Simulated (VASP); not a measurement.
# BN (Immm) in VASP: settings compared

Aim: see how the results for BN move with the level of theory and the settings. Levels: HSE06, PBE. Tasks: single point.

Program: VASP 6.6.1. These are calculated values, not measurements. Logs are shortened: lines on timing, memory, paths and dates and some standing lists are left out, and cuts for length are marked.

### 1 The cell of the first run

The structure is orthorhombic, space group Immm (No. 71). The conventional cell has a = 2.449 Å, b = 2.489 Å, c = 3.492 Å, α = 90.00°, β = 90.00°, γ = 90.00°. Around B (site symmetry mmm) lie 6 N at 1.75 Å. Around N (site symmetry mmm) lie 6 B at 1.75 Å.

The cell was built by a generator and needn't be a form met in nature.

### 2 Single point, HSE06 (shear_xy strain +1.6%)

Input file POSCAR:

```
BN
1.0
    0.0142284814      1.7458259350      1.7458259350
    1.7458259350      0.0142284814      1.7458259350
    1.7600544163      1.7600544163     -0.0000000001
B N
1 1
Direct
    0.0000000000      0.0000000000      0.0000000000
    0.5000000000      0.5000000000      0.5000000000
```

Input file INCAR.step1:

```
SYSTEM = BN
ALGO = Normal
EDIFF = 1E-5
ENCUT = 520
GGA = PE
ISIF = 2
ISMEAR = 0
LASPH = .True.
LCHARG = .False.
LREAL = .False.
LWAVE = .True.
NBANDS = 11
NELM = 100
PREC = Accurate
SIGMA = 0.01
```

Input file INCAR.step2:

```
SYSTEM = BN
ALGO = Normal
EDIFF = 1E-7
ENCUT = 520
GGA = PE
HFSCREEN = 0.2079
ISIF = 2
ISMEAR = 0
ISTART = 1
LASPH = .True.
LCHARG = .False.
LHFCALC = .True.
LREAL = .False.
LWAVE = .False.
NBANDS = 11
NELM = 100
PREC = Accurate
PRECFOCK = Normal
SIGMA = 0.01
```

Input file KPOINTS:

```
k-points
0
Gamma
  8 8 8
  0 0 0
```

Potentials or basis: VASP PAW PBE potentials, release 64 (B, N).

Command:

```
$ cat potpaw_PBE.64/B/POTCAR potpaw_PBE.64/N/POTCAR > POTCAR
$ cp INCAR.step1 INCAR
$ mpirun -np 1 vasp_std > vasp.out
$ cp INCAR.step2 INCAR
$ mpirun -np 1 vasp_std > vasp.out
```

OUTCAR:

```text
SYSTEM = BN
   EDIFF = 1E-7
   ENCUT = 520
   GGA = PE
   HFSCREEN = 0.2079
   ISIF = 2
   ISMEAR = 0
   ISTART = 1
   LASPH = .True.
   LHFCALC = .True.
   LREAL = .False.
   NELM = 100
   PREC = Accurate
   PRECFOCK = Normal

 ion  position               nearest neighbor table
   1  0.000  0.000  0.000-   2 1.75   2 1.75   2 1.75   2 1.75   2 1.75   2 1.75
   2  0.500  0.500  0.500-   1 1.75   1 1.75   1 1.75   1 1.75   1 1.75   1 1.75

  LATTYP: Found a body centered orthorhombic cell.
 ALAT       =     2.4488486035
 B/A-ratio  =     1.0164339366
 C/A-ratio  =     1.4258341104

  Lattice vectors:

 A1 = (   1.7458259349,   0.0142284813,  -1.7458259351)
 A2 = (  -1.7458259350,  -0.0142284814,  -1.7458259350)
 A3 = (   0.0142284814,   1.7458259350,   1.7458259350)

Analysis of symmetry for initial positions (statically):
=====================================================================
 Subroutine PRICEL returns:
 Original cell was already a primitive cell.

 Routine SETGRP: Setting up the symmetry group for a
 body centered orthorhombic supercell.

 Subroutine GETGRP returns: Found  8 space group operations
 (whereof  8 operations were pure point group operations)
 out of a pool of  8 trial point group operations.

The static configuration has the point symmetry D_2h.

Analysis of symmetry for dynamics (positions and initial velocities):
=====================================================================
 Subroutine PRICEL returns:
 Original cell was already a primitive cell.

 Routine SETGRP: Setting up the symmetry group for a
 body centered orthorhombic supercell.

 Subroutine GETGRP returns: Found  8 space group operations
 (whereof  8 operations were pure point group operations)
 out of a pool of  8 trial point group operations.

The dynamic configuration has the point symmetry D_2h.

 Subroutine INISYM returns: Found  8 space group operations
 (whereof  8 operations are pure point group operations),
 and found     1 'primitive' translations

----------------------------------------------------------------------------------------

                                     Primitive cell

  volume of cell :      10.6415

  direct lattice vectors                    reciprocal lattice vectors
     0.014228481  1.745825935  1.745825935    -0.288750713  0.288750713  0.286397395
     1.745825935  0.014228481  1.745825935     0.288750713 -0.288750713  0.286397395
     1.760054416  1.760054416 -0.000000000     0.284082126  0.284082126 -0.286397395

  length of vectors
[... 100 lines left out ...]
   IMIX   =      1    mixing-type and parameters
     AMIX     =   0.40;   BMIX     =  1.00
     AMIX_MAG =   1.60;   BMIX_MAG =  1.00
  volume/ion in A,a.u.               =       5.32        35.91
  Fermi-wavevector in a.u.,A,eV,Ry     =   1.488573  2.812995 30.148468  2.215850
  Thomas-Fermi vector in A             =   2.601591
   LORBIT       =      0    0 simple, 1 ext, 2 COOP (PROOUT), +10 PAW based schemes
   GGA     = PE    functional components
   LHFCALC =     T    Hartree Fock is set to
   PRECFOCK=normal    Normal, Fast or Accurate (Low or Medium for compatibility)
   ENCUT4O =  -1.0   cutoff for four orbital integrals eV
   NKREDX  =     1    reduce k-point grid by
   NKREDY  =     1    reduce k-point grid by
   NKREDZ  =     1    reduce k-point grid by
   AEXX    =    0.2500 exact exchange contribution
   HFSCREEN=    0.2079 screening length (either q_TF or 0.3 A-1)
   HFSCREENC=   0.2079 screening length for correlation (either q_TF or 0.3 A-1)
   ENCUTFOCK=  -1.0 apply spherical cutoff to Coloumb kernel
   IVDW    =     0    specifies the selected vdW correction
   LEPSILON=     F    determine dielectric tensor
   LRPA    =     F    only Hartree local field effects (RPA)
 non-spin polarized calculation
 Gauss-broadening in eV      SIGMA  =   0.01
  energy-cutoff  :      520.00
  volume of cell :       10.64
 maximum number of plane-waves:       298
  NGX = 14; NGY = 14; NGZ = 14

 number of electron       7.9999999 magnetization

 Free energy of the ion-electron system (eV)
  ---------------------------------------------------
  ext. energy  EPLUGINS =         0.00000000
  ---------------------------------------------------
  free energy    TOTEN  =       -16.57730366 eV

  energy without entropy =      -16.57730366  energy(sigma->0) =      -16.57730366

 E-fermi :   9.9074     XC(G=0): -11.1962

 val. band max:        9.8240991502   @ k =   0.1250   0.1250   0.3750
 cond. band min:      11.9970951131   @ k =   0.5000   0.5000  -0.0000
 fundamental gap:      2.1729959629
 Fermi energy:         9.9073903389

 k-point     1 :       0.0000    0.0000    0.0000
  band No.  band energies     occupation
      1     -14.8530      2.00000
      2       8.5820      2.00000
      3       8.7766      2.00000
      4       8.9814      2.00000
      5      20.6809      0.00000
      6      23.8547      0.00000
      7      23.9125      0.00000
      8      23.9835      0.00000
      9      29.4932      0.00000
     10      29.8762      0.00000
     11      30.2251      0.00000
[... 309 lines left out ...]
 k-point    24 :       0.2500    0.0000    0.1250
  band No.  band energies     occupation
      1     -13.1125      2.00000
      2       4.4653      2.00000
      3       7.0832      2.00000
      4       8.3446      2.00000
      5      17.2527      0.00000
      6      21.7061      0.00000
      7      22.7825      0.00000
      8      24.4458      0.00000
      9      26.3211      0.00000
     10      35.0664      0.00000
     11      36.1445      0.00000

 [... further k-points ...]

------------------------ aborting loop because EDIFF is reached ----------------------------------------

  FORCE on cell =-STRESS in cart. coord.  units (eV):
  Direction    XX          YY          ZZ          XY          YZ          ZX
  --------------------------------------------------------------------------------------
  -------------------------------------------------------------------------------------
  Total       -0.5290854     -0.5290854     -0.5452779     -0.7098527      0.0000000      0.0000000
  in kB      -79.6585431    -79.6585431    -82.0964752   -106.8746907      0.0000000      0.0000000
  external PRESSURE =     -80.4711871 kB  Pullay stress =       0.0000000 kB

 VOLUME and BASIS-vectors are now :
 -----------------------------------------------------------------------------
  energy-cutoff  :      520.00
  volume of cell :       10.64
      direct lattice vectors                 reciprocal lattice vectors
     0.014228481  1.745825935  1.745825935    -0.288750713  0.288750713  0.286397395
     1.745825935  0.014228481  1.745825935     0.288750713 -0.288750713  0.286397395
     1.760054416  1.760054416 -0.000000000     0.284082126  0.284082126 -0.286397395

 POSITION                                       TOTAL-FORCE (eV/Angst)
 -----------------------------------------------------------------------------------
      0.00000      0.00000      0.00000        -0.000000     -0.000000     -0.000000
      1.76005      1.76005      1.74583         0.000000      0.000000      0.000000
 -----------------------------------------------------------------------------------
    total drift:                               -0.000000     -0.000000     -0.000000

  FREE ENERGIE OF THE ION-ELECTRON SYSTEM (eV)
  ---------------------------------------------------
  free  energy   TOTEN  =       -16.5773036629 eV

  energy  without entropy=      -16.5773036629  energy(sigma->0) =      -16.57730366
```

OUTCAR.step1:

```text
SYSTEM = BN
   EDIFF = 1E-5
   ENCUT = 520
   GGA = PE
   ISIF = 2
   ISMEAR = 0
[... 561 lines left out ...]
      0.00000      0.00000      0.00000         0.000000      0.000000     -0.000000
      1.76005      1.76005      1.74583         0.000000     -0.000000      0.000000
 -----------------------------------------------------------------------------------
    total drift:                               -0.000000     -0.000000     -0.000000

  FREE ENERGIE OF THE ION-ELECTRON SYSTEM (eV)
  ---------------------------------------------------
  free  energy   TOTEN  =       -13.9357088437 eV

  energy  without entropy=      -13.9357088437  energy(sigma->0) =      -13.93570884
```

OSZICAR.step1:

```text
N       E                     dE             d eps       ncg     rms          rms(c)
DAV:   1     0.122619773680E+02    0.12262E+02   -0.50495E+03  2154   0.733E+02
DAV:   2    -0.142335859382E+02   -0.26496E+02   -0.25021E+02  2426   0.158E+02
DAV:   3    -0.147621163840E+02   -0.52853E+00   -0.52757E+00  2468   0.188E+01
DAV:   4    -0.147625787821E+02   -0.46240E-03   -0.46238E-03  2324   0.621E-01
DAV:   5    -0.147625790010E+02   -0.21890E-06   -0.21890E-06  2453   0.141E-02    0.631E+00
DAV:   6    -0.139249871631E+02    0.83759E+00   -0.42005E+00  2273   0.106E+01    0.239E+00
DAV:   7    -0.139315770074E+02   -0.65898E-02   -0.78329E-02  2327   0.238E+00    0.158E+00
DAV:   8    -0.139359321897E+02   -0.43552E-02   -0.70390E-03  2207   0.633E-01    0.296E-01
DAV:   9    -0.139357005735E+02    0.23162E-03   -0.10428E-03  2286   0.172E-01    0.814E-02
DAV:  10    -0.139357088437E+02   -0.82702E-05   -0.37636E-05  2273   0.472E-02
   1 F= -.13935709E+02 E0= -.13935709E+02  d E =-.631800E-43
```

Run time: 14 min. Hardware: 1 thread of Intel Xeon 6975P-C (Granite Rapids), shared host; peak memory 0.23 GiB.

Results:

* Free energy: -16.5773 eV
* Pressure: -8.0 GPa
* Band gap on the k mesh: 2.17 eV, indirect (least direct gap 7.08 eV)

Levels at points of the mesh, in eV from the valence-band top:
| k point | band 1 | band 2 | band 3 | band 4 | band 5 | band 6 | band 7 | band 8 |
| --- | --- | --- | --- | --- | --- | --- | --- | --- |
| (0.00, 0.00, 0.00) | -24.68 | -1.24 | -1.05 | -0.84 | 10.86 | 14.03 | 14.09 | 14.16 |
| (0.50, 0.00, 0.00) | -19.01 | -13.75 | -0.85 | -0.75 | 6.34 | 6.45 | 8.55 | 15.73 |
| (0.50, 0.50, 0.00) | -16.08 | -12.99 | -6.44 | -5.94 | 2.17 | 9.96 | 16.83 | 16.97 |
| (0.00, 0.00, 0.50) | -19.16 | -13.91 | -0.71 | -0.59 | 6.55 | 6.70 | 8.88 | 15.89 |
| (0.50, 0.00, 0.50) | -16.08 | -12.99 | -6.19 | -6.19 | 2.19 | 9.94 | 16.87 | 16.89 |

Caveat: the PAW data sets were made with another functional, which shifts forces and pressure a little. A k mesh can miss the band edges.

### 3 Single point, PBE (shear_xy strain +1.6%)

Input file INCAR:

```
PREC = Accurate
ENCUT = 520
EDIFF = 1E-6
ISMEAR = -1
SIGMA = 0.02
LREAL = False
LASPH = True
NELM = 100
ALGO = Fast
ISIF = 2
LWAVE = False
LCHARG = False
GGA = PE
NBANDS = 11
```

Input file KPOINTS:

```
Automatic mesh
0
Gamma
  12 12 12
```

POSCAR is that of step 2.

Potentials or basis: VASP PAW PBE potentials, release 64 (B, N).

Command:

```
$ cat potpaw_PBE.64/B/POTCAR potpaw_PBE.64/N/POTCAR > POTCAR
$ mpirun -np 1 vasp_std > vasp.out
```

OUTCAR:

```text
PREC = Accurate
   ENCUT = 520
   EDIFF = 1E-6
   ISMEAR = -1
   LREAL = False
   LASPH = True
   NELM = 100
   ISIF = 2
   GGA = PE

 ion  position               nearest neighbor table
   1  0.000  0.000  0.000-   2 1.75   2 1.75   2 1.75   2 1.75   2 1.75   2 1.75
   2  0.500  0.500  0.500-   1 1.75   1 1.75   1 1.75   1 1.75   1 1.75   1 1.75

  LATTYP: Found a body centered orthorhombic cell.
 ALAT       =     2.4488486035
 B/A-ratio  =     1.0164339366
 C/A-ratio  =     1.4258341104

  Lattice vectors:

 A1 = (   1.7458259349,   0.0142284813,  -1.7458259351)
 A2 = (  -1.7458259350,  -0.0142284814,  -1.7458259350)
 A3 = (   0.0142284814,   1.7458259350,   1.7458259350)

Analysis of symmetry for initial positions (statically):
=====================================================================
 Subroutine PRICEL returns:
 Original cell was already a primitive cell.

 Routine SETGRP: Setting up the symmetry group for a
 body centered orthorhombic supercell.

 Subroutine GETGRP returns: Found  8 space group operations
 (whereof  8 operations were pure point group operations)
[... 175 lines left out ...]
      2       9.3329      2.00000
      3       9.5226      2.00000
      4       9.7220      2.00000
      5      19.6154      0.00000
      6      22.4433      0.00000
      7      22.4953      0.00000
      8      22.5599      0.00000
      9      28.6440      0.00000
     10      29.0147      0.00000
     11      29.3544      0.00000
[... 309 lines left out ...]
 k-point    24 :      -0.4167    0.1667   -0.0000
  band No.  band energies     occupation
      1      -6.2831      2.00000
      2      -1.3498      2.00000
      3       5.9299      2.00000
      4       8.3085      2.00000
      5      15.1994      0.00000
      6      17.3584      0.00000
      7      20.4467      0.00000
      8      24.8440      0.00000
      9      32.3163      0.00000
     10      35.1706      0.00000
     11      39.3344      0.00000

 [... further k-points ...]

------------------------ aborting loop because EDIFF is reached ----------------------------------------

  FORCE on cell =-STRESS in cart. coord.  units (eV):
  Direction    XX          YY          ZZ          XY          YZ          ZX
  --------------------------------------------------------------------------------------
  -------------------------------------------------------------------------------------
  Total        0.2677559      0.2677559      0.2521316     -0.6833251      0.0000000      0.0000000
  in kB       40.3130543     40.3130543     37.9606778   -102.8807116      0.0000000      0.0000000
  external PRESSURE =      39.5289288 kB  Pullay stress =       0.0000000 kB

 VOLUME and BASIS-vectors are now :
 -----------------------------------------------------------------------------
  energy-cutoff  :      520.00
  volume of cell :       10.64
      direct lattice vectors                 reciprocal lattice vectors
     0.014228481  1.745825935  1.745825935    -0.288750713  0.288750713  0.286397395
     1.745825935  0.014228481  1.745825935     0.288750713 -0.288750713  0.286397395
     1.760054416  1.760054416 -0.000000000     0.284082126  0.284082126 -0.286397395

 POSITION                                       TOTAL-FORCE (eV/Angst)
 -----------------------------------------------------------------------------------
      0.00000      0.00000      0.00000        -0.000000     -0.000000      0.000000
      1.76005      1.76005      1.74583         0.000000      0.000000     -0.000000
 -----------------------------------------------------------------------------------
    total drift:                               -0.000000     -0.000000     -0.000000

  FREE ENERGIE OF THE ION-ELECTRON SYSTEM (eV)
  ---------------------------------------------------
  free  energy   TOTEN  =       -13.9388543192 eV

  energy  without entropy=      -13.9388543192  energy(sigma->0) =      -13.93885432
```

stdout:

```text
POSCAR found type information on POSCAR B N
 POSCAR found :  2 types and       2 ions
 scaLAPACK will be used
 LDA part: xc-table for (Slater+PW92), standard interpolation
 POSCAR, INCAR and KPOINTS ok, starting setup
 FFT: planning ... GRIDC
 FFT: planning ... GRID_SOFT
 FFT: planning ... GRID
 WAVECAR not read
 entering main loop
```

Wall time 12 s (1 thread of Intel Xeon 6975P-C (Granite Rapids), shared host); peak memory 0.14 GiB.

What came out:

* Free energy: -13.9389 eV
* Pressure: 4.0 GPa
* Band gap on the k mesh: 1.04 eV, indirect (least direct gap 5.71 eV)
